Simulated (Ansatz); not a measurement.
A (110) slab of AlRu (Pm-3m (No. 221)), 6 planes, outer planes AlRu (top) and AlRu (bottom), with 12 atoms (Al6Ru6) in a surface cell of A = 12.581 Å², as cut from the bulk:

```xyz
12
Lattice="2.9826 0.0000 0.0000 0.0000 4.2181 0.0000 0.0000 0.0000 25.5452" Properties=species:S:1:pos:R:3 pbc="T T T"
Al    0.0000    2.1090    7.5000
Ru    1.4913    0.0000    7.5000
Al    0.0000    0.0000    9.6090
Ru    1.4913    2.1090    9.6090
Al    0.0000    2.1090   11.7181
Ru    1.4913    0.0000   11.7181
Al    0.0000    0.0000   13.8271
Ru    1.4913    2.1090   13.8271
Al    0.0000    2.1090   15.9361
Ru    1.4913    0.0000   15.9361
Al    0.0000    0.0000   18.0452
Ru    1.4913    2.1090   18.0452
```

The calculation used DFT r2SCAN, scalar-relativistic, plane waves, PAW (Ansatz 0.2.0). Plane waves to 500 eV, a k mesh through Γ of 12×8×1 on the computed 12-atom cell and Gaussian smearing (0.10 eV); no spin polarisation. The cell repeats along c with a dipole correction in the vacuum.

Against the same 12 atoms in the bulk, the slab as cut lies 3.874 eV higher and the relaxed slab 3.865 eV higher.

Question: Work out the surface energy before and after relaxation.

Answer: The slab has two faces, so γ = (E_slab − N·E_bulk)/(2A), the mean of both. As cut: 3.874/(2 × 12.581) = 0.1540 eV/Å², and 1 eV/Å² = 16.02 J/m², so γ = 2.47 J/m². Relaxed: 3.865/(2 × 12.581) = 0.1536 eV/Å² = 2.46 J/m². Relaxation recovers 0.2 % of the cost of cutting.

Question: What is the ideal work of this cut, per area?

Answer: Griffith's ideal work is 2γ: 4.93 J/m² if the new faces stay rigid, 4.92 J/m² if they relax. One thickness was run, 6 planes, so γ can still shift with it.

Cutting AlRu along (110) costs 2.47 J/m², and relaxation returns only 0.2 % of that, so the surface energy is almost entirely the price of the severed bonds. These are chiefly Ru–Al contacts, in which Ru d states hybridise with Al s and p states. The small recovery fits the geometry of the cut: (110) is the most densely packed plane of the B2 structure and contains both elements in equal number, so each surface atom keeps most of its unlike nearest neighbours and the face carries no polar or stoichiometric imbalance. Because the two faces are equivalent by symmetry, the mean is also the value for each face. A small energy gain does not, however, mean that the atoms stay in place; Al and Ru may still shift by different amounts normal to the surface, as is common on B2 aluminides. The work of 4.92 J/m² is the reversible thermodynamic cost of separation, not a measured toughness, which would also include plastic dissipation at the crack tip.
